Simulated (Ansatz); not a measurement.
A (101) slab of Hg (R-3m (No. 166)), 5 planes, outer planes Hg (top) and Hg (bottom), with 5 atoms (Hg5) in a surface cell of A = 8.579 Å², as cut from the bulk:

```xyz
5
Lattice="3.0002 0.0000 0.0000 0.9082 2.8594 0.0000 0.0000 0.0000 26.1244" Properties=species:S:1:pos:R:3 pbc="T T T"
Hg    3.0002    2.1949    7.5000
Hg    2.0919    1.5304   10.2811
Hg    1.1837    0.8660   13.0622
Hg    0.2754    0.2015   15.8433
Hg    3.2756    2.3964   18.6244
```

Theory: DFT PBEsol, scalar-relativistic, plane waves, PAW in Ansatz 0.2.0. Plane waves to 420 eV, a k mesh through Γ of 12×12×1 on the computed 5-atom cell and Gaussian smearing (0.10 eV); no spin polarisation.

Against the same 5 atoms in the bulk, the slab as cut lies 0.310 eV higher and the relaxed slab 0.300 eV higher.

Question: Work out the surface energy before and after relaxation.

Answer: The slab has two faces, so γ = (E_slab − N·E_bulk)/(2A), the mean of both. As cut: 0.310/(2 × 8.579) = 0.0181 eV/Å², and 1 eV/Å² = 16.02 J/m², so γ = 0.29 J/m². Relaxed: 0.300/(2 × 8.579) = 0.0175 eV/Å² = 0.28 J/m². Relaxation recovers 3 % of the cost of cutting.

Question: What is the ideal work of this cut, per area?

Answer: Griffith's ideal work is 2γ: 0.58 J/m² if the new faces stay rigid, 0.56 J/m² if they relax. One thickness was run, 5 planes, so γ can still shift with it.